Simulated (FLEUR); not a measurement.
# SnSe2 under changes of volume

One of the cells (25.726 Å³/atom); the others are scaled copies at fixed shape and fractional positions:

```
Sn Se
1.0
     3.81100    0.00000    0.00000
    -1.90550    3.30042    0.00000
     0.00000    0.00000    6.13600
Sn Se
1 2
Direct
  0.00000 0.00000 0.00000
  0.66667 0.33333 0.75100
  0.33333 0.66667 0.24900
```

| Property | Result |
| --- | --- |
| Program | FLEUR MaX-R8.1 (patched build s14) |
| Functional | PBE |
| Potentials or basis | all-electron |
| Basis | FLAPW |
| Kmax | 5 1/bohr |
| k mesh | 8 × 8 × 5 |
| Occupations | fermi-dirac, width 0.05 eV |
| Spin | no spin polarisation |

```tsv
volume (Å³/atom)	energy over the lowest point (meV/atom)	gap on the mesh (eV)
24.182	112.00	0.89
24.697	79.02	0.86
25.726	?	?
26.755	6.25	0.76
27.270	0.00	0.73
```

Task: What does the run at 25.726 Å³/atom give?

Result: Energy over the lowest point 32.04 meV/atom; gap on the mesh 0.81 eV.

Worked out: A Birch-Murnaghan fit of order 2 (a polynomial in V^(-2/3)) to the other rows has its minimum at 27.82 Å³/atom, just outside them, with B0 = V·E''(V) = 61 GPa at fixed shape and positions, which overstates the stiffness. It gives 32.02 meV/atom at 25.726 Å³/atom, against the run's 32.04. A straight line through the other rows of the gap, of slope -1.31 eV per unit of ln V, gives 0.81 eV, against the run's 0.81.

Energies are extrapolated to zero smearing.

Caveats: spin-orbit coupling is left out, which moves the levels of the heavy elements; an odd mesh through Γ misses points on the zone boundary, where band edges often lie; this functional lacks dispersion, which binds the layers, so the pressure and a relaxed spacing across them are unreliable.
